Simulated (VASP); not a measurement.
A run of VASP 6.6.1 is set up as follows.

The input INCAR:

```
SYSTEM = MgH2
PREC = Accurate
ENCUT = 520
EDIFF = 1E-6
ISMEAR = 0
SIGMA = 0.1
LREAL = .False.
LASPH = .True.
NELM = 80
ALGO = Normal
ISIF = 2
LWAVE = .False.
LCHARG = .False.
GGA = PE
NBANDS = 9
```

The input KPOINTS:

```
regular mesh
0
Gamma
  8 8 8
  0 0 0
```

The input POSCAR:

```
MgH2
1.0
    0.0000000000      2.3810671667      2.3810671667
    2.3810671667      0.0000000000      2.3810671667
    2.3810671667      2.3810671667      0.0000000000
Mg H
1 2
Direct
    0.0000000000      0.0000000000      0.0000000000
    0.7500000000      0.7500000000      0.7500000000
    0.2500000000      0.2500000000      0.2500000000
```

Potentials or basis: VASP PAW PBE potentials, release 64 (Mg, H).

The run is started by

```bash
$ cat potpaw_PBE.64/Mg/POTCAR potpaw_PBE.64/H/POTCAR > POTCAR
$ mpirun -np 1 vasp_std > vasp.out
```

(1) Predict the pressure.

(2) What does it give for the band gap on the k mesh?

## Answers

(1) -0.7 GPa.

(2) none (metal or under the smearing width).
